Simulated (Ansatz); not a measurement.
Crystal: TiTe2.

```
CELL_PARAMETERS angstrom
3.77700 0.00000 0.00000
-1.88850 3.27098 0.00000
0.00000 0.00000 6.49800
ATOMIC_POSITIONS crystal
Te 0.33333 0.66667 0.73720
Te 0.66667 0.33333 0.26280
Ti 0.00000 0.00000 0.00000
```

Base run:

* Program: Ansatz 0.2.0
* Functional: PBEsol
* Potentials or basis: all-electron LAPW, non-relativistic
* Cutoff: 221 eV
* Density cutoff: 886 eV
* Basis error allowed: 0.002 eV/atom
* k mesh: 8 × 8 × 4
* Occupations: fermi-dirac, width 0.05 eV
* Spin: no spin polarisation

Its results: pressure -1.8 GPa; largest force 0.051 eV/Å.

Task: After a change of settings the same cell gave: pressure -2.3 GPa; largest force 0.128 eV/Å. Which change was it?
A. functional from PBEsol to PBE; potentials or basis from all-electron LAPW, non-relativistic to all-electron LAPW, scalar-relativistic
B. potentials or basis from all-electron LAPW, non-relativistic to all-electron PAW datasets made for the crystal
C. functional from PBEsol to LDA; potentials or basis from all-electron LAPW, non-relativistic to all-electron LAPW, scalar-relativistic

Result: B.

Caveats: this functional lacks dispersion, which binds the layers, so the pressure and a relaxed spacing across them are unreliable; relativity is left out, which matters for the heavier elements (some runs).

Not every run made on this cell is shown here.
